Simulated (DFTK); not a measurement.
A run of DFTK 0.8.2:

Contents of run.jl:

```julia
using DFTK
using PseudoPotentialData
using Unitful, UnitfulAtomic
using LinearAlgebra, Printf
include("save.jl")
disable_threading()

# lattice vectors are the columns
lattice = austrip(1u"Å") * [           0.0       2.701992       2.701992;
                 2.701992            0.0       2.701992;
                 2.701992       2.701992            0.0]
symbols   = [:Pb, :O, :O]
positions = [[0.0, 0.0, 0.0],
             [0.75, 0.75, 0.75],
             [0.25, 0.25, 0.25]]
pseudopotentials = PseudoFamily("dojo.nc.sr.pbe.v0_4_1.standard.upf")
elements = Dict(s => ElementPsp(s, pseudopotentials) for s in unique(symbols))
atoms    = [elements[s] for s in symbols]

build_model(lattice, positions; symmetries=true) =
    model_DFT(lattice, atoms, positions;
              functionals=PBE(),
              temperature=austrip(0.05u"eV"),
              smearing=Smearing.FermiDirac(),
              symmetries)
Ecut  = 42.0  # hartree
kgrid = [9, 9, 9]
tol   = 1e-6
to_GPa = ustrip(uconvert(u"GPa", 1u"hartree/bohr^3"))

model = build_model(lattice, positions)
basis = PlaneWaveBasis(model; Ecut, kgrid)
display(basis)
scfres = self_consistent_field(basis;
                               tol,
                               nbandsalg=AdaptiveBands(model; n_bands_converge=18))
display(scfres.energies)
@printf "Fermi level: %.6f eV\n" ustrip(auconvert(u"eV", something(scfres.εF, NaN)))
forces = compute_forces_cart(scfres)
println("Forces (eV/Å)")
for (s, f) in zip(symbols, forces)
    @printf "%-3s %12.6f %12.6f %12.6f\n" s ustrip.(auconvert.(u"eV/Å", f))...
end
stress = compute_stresses_cart(scfres)
println("Stress (GPa)")
display(round.(stress * to_GPa; digits=4))
println("Levels at the first k-point (eV): ", round.(ustrip.(auconvert.(u"eV", scfres.eigenvalues[1][1:scfres.n_bands_converge])); digits=4))
save_scf!(scfres; forces, stress)
```

Potentials or basis: dojo.nc.sr.pbe.v0_4_1.standard.upf (PBE).

Run with:

```sh
$ julia --threads=1 run.jl  # save.jl only writes the numbers to a file and isn't shown; printed stress counts tension as positive; times include loading and compiling
```

Hardware: 1 thread of Intel(R) Xeon(R) Platinum 8488C (Sapphire Rapids) (shared host).

Task: Estimate the wall time of this run.

Result: It took 2.9 min on 1 thread of Intel(R) Xeon(R) Platinum 8488C (Sapphire Rapids), with other jobs on the host, peak memory 1.8 GiB. Counts: scf iterations 13, k points 35, plane waves 3495, bands 18.
